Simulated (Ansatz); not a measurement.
BaO (started from an entry of an open crystallographic database), relaxed with r2SCAN, was run in the plane-wave code Ansatz under altered settings. All numbers are computed, without spin polarisation but where a row says otherwise.

```
Ba O
1.0
     0.00000    2.77194    2.77194
     2.77194    0.00000    2.77194
     2.77194    2.77194    0.00000
Ba O
1 1
Direct
  0.00000 0.00000 0.00000
  0.50000 0.50000 0.50000
```

The base run's other keys:
```yaml
kpoints:
  mp_grid: { grid: [4, 4, 4] }
hamiltonian:
  xc: hse06
scf:
  occupations: { method: fixed }
  n_extra_bands: 4
```

It takes 11 iterations with 869 plane waves at 420 eV and 8 k points, and leaves a mean stress of -0.49 GPa. The gap over this mesh is 3.320 eV. It ran on 4 threads of Arm Neoverse N1, with other jobs on the host.

Outcomes, with energy and stress as changes against the base:
```
                                 setting    outcome  ΔF (meV/atom)  Δ mean stress (GPa)  gap on the mesh (eV)  iterations  wall time
PBE hybrid, exx coeff 0.3, omega 0.3 1/Å  converged              –                 -0.2                 3.294          11      8.4 s
PBE hybrid, exx coeff 0.5, omega 0.5 1/Å  converged              –                 -1.1                 3.425          12      8.7 s
PBE hybrid, exx coeff 0.2, omega 0.3 1/Å  converged              –                 +0.4                 2.865          10      8.1 s
        scf.exx.singularity: regularized  converged            0.0                  0.0                 3.320          11      8.1 s
                      basis.ecutwfc: 600  converged           -2.3                  0.0                 3.320          12       12 s
```
A dash marks a value that wasn't obtained or can't be compared. Stress is positive in compression. The base took 8.5 s.

- PBE hybrid, exx coeff 0.3, omega 0.3 1/Å. That is 30 % exact exchange, screened with ω = 0.3 1/Å, against HSE06's 25 % screened at 0.208 1/Å. The mean stress moves by -0.2 GPa and the gap on the mesh by -0.026 eV (to 3.294). Totals of different functionals aren't comparable.
- PBE hybrid, exx coeff 0.5, omega 0.5 1/Å. That is 50 % exact exchange, screened with ω = 0.5 1/Å, against HSE06's 25 % screened at 0.208 1/Å. The mean stress moves by -1.1 GPa and the gap on the mesh by +0.105 eV (to 3.425). Totals of different functionals aren't comparable.
- PBE hybrid, exx coeff 0.2, omega 0.3 1/Å. That is 20 % exact exchange, screened with ω = 0.3 1/Å, against HSE06's 25 % screened at 0.208 1/Å. The mean stress moves by +0.4 GPa and the gap on the mesh by -0.455 eV (to 2.865). Totals of different functionals aren't comparable.
- basis.ecutwfc: 600. 1411 plane waves in place of 869. The free energy moves by -2.3 meV an atom, the mean stress by 0.0 GPa and the gap on the mesh by 0.000 eV (to 3.320). The base cutoff was converged to that degree.

Within 1 meV an atom, 0.1 GPa and 0.005 eV of the base stay: scf.exx.singularity: regularized.

Spin-orbit coupling is left out.

The program warns that its thresholds are loose for a hybrid's stress.

The meshes of the hybrids are coarse, so their gaps aren't converged to the digits shown.
